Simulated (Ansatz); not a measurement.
Runs of Ansatz 0.2.0 on BN. The structure is trigonal, space group R3m (No. 160). Conventional cell: a = 2.502 Å, b = 2.502 Å, c = 10.119 Å, α = 90.00°, β = 90.00°, γ = 120.00°. N (site symmetry 3m) is surrounded by 3 B at 1.44 Å. B (site symmetry 3m) is surrounded by 3 N at 1.44 Å. The cell is a database's computed one.

| task | level | k mesh | cutoff (eV) | points for each segment of the path | mesh quality | gap on the mesh (eV) | pressure (GPa) | V0 of scaled cells (Å³/atom) | B0 (GPa) | largest force (eV/Å) |
| --- | --- | --- | --- | --- | --- | --- | --- | --- | --- | --- |
| band structure | r2SCAN | 12 × 12 × 12 | 500 | 14 | not flagged | 4.80 | -0.3 | - | - | 0.01 |
| equation of state | r2SCAN | 12 × 12 × 12 | 500 | - | not flagged | - | - | 9.13 | 246 | - |
| equation of state | PBEsol | 12 × 12 × 12 | 420 | - | not flagged | - | - | 9.17 | 239 | - |
| equation of state | LDA | 12 × 12 × 12 | 420 | - | not flagged | - | - | (a) | 248 | - |
| band structure | PBE0 | 6 × 6 × 6 | 420 | 4 | coarse | 6.31 | (b) | - | - | 0.01 |

Alike in all rows: potentials or basis Ansatz PAW; no spin polarisation; cell as given; smearing fermi-dirac 0.05 eV.

Question: Estimate the missing entries.

Answer: (a) 8.98; (b) -1.5.

Caveats: some runs use coarse meshes; the cell was scaled at fixed shape and fractional positions, which overstates the stiffness of a crystal with free parameters, most of all of layers and chains (some runs); the PAW data sets come from PBE, with cores solved anew for the run's functional, which leaves a small shift of forces and pressure (some runs); the PAW data sets were made with another functional, which shifts forces and pressure a little (some runs); the k mesh misses the band edges, so the gap on the mesh is wider than the one along the path (some runs); the thresholds are loose for stress (some runs).
